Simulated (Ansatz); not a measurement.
# Li$_{2}$O, one cell by several methods

```yaml
crystal:
  lattice:
    - [0.00000, 2.32685, 2.32685]
    - [2.32685, 0.00000, 2.32685]
    - [2.32685, 2.32685, 0.00000]
  atoms:
    - { symbol: Li, position: [0.75000, 0.75000, 0.75000] }
    - { symbol: Li, position: [0.25000, 0.25000, 0.25000] }
    - { symbol: O, position: [0.00000, 0.00000, 0.00000] }
```

Atoms are numbered in the order listed.

Structure from Materials Project entry mp-1960 (possibly hypothetical), not relaxed further.

Methods: DFT, LDA, PAW with Ansatz's default frozen-core files, scalar-relativistic (Ansatz 0.2.0); DFT, LDA, all-electron PAW with datasets made for the crystal, scalar-relativistic (Ansatz 0.2.0); DFT, LDA, all-electron LAPW, scalar-relativistic (Ansatz 0.2.0).

For PAW: a Γ-centred 10×10×10 k mesh, Fermi–Dirac smearing of 0.03 eV, cutoff 420 eV, no spin polarisation; the PAW files were made with PBE, and the program remakes their frozen cores for this functional. The crystal-made all-electron datasets (AE datasets) take a cutoff of 360 eV at this cell. LAPW targets a basis error of 1 meV/atom. The Ansatz runs share mesh, smearing and spin set-up. Plane-wave (PAW) pressures include the program's estimate of the Pulay term.

Stress and pressure are positive in compression.

Levels count from the top of the valence band.

| quantity | PAW | AE datasets | LAPW |
| --- | --- | --- | --- |
| pressure (GPa) | ? | -7.95 | -7.95 |
| band gap (eV) | 4.772 | 4.769 | 4.769 |
| highest filled level at Γ (eV) | 0.000 | 0.000 | 0.000 |
| lowest empty level at Γ (eV) | 5.082 | 5.079 | 5.079 |
| highest filled level at W (eV) | -1.477 | -1.479 | -1.479 |
| lowest empty level at W (eV) | 6.958 | 6.957 | 6.957 |
| highest filled level at X (eV) | -1.386 | -1.388 | -1.388 |
| lowest empty level at X (eV) | 4.772 | 4.769 | 4.769 |

(1) What belongs in the row "pressure (GPa)", column "PAW"?

Answers

(1) -8.03.
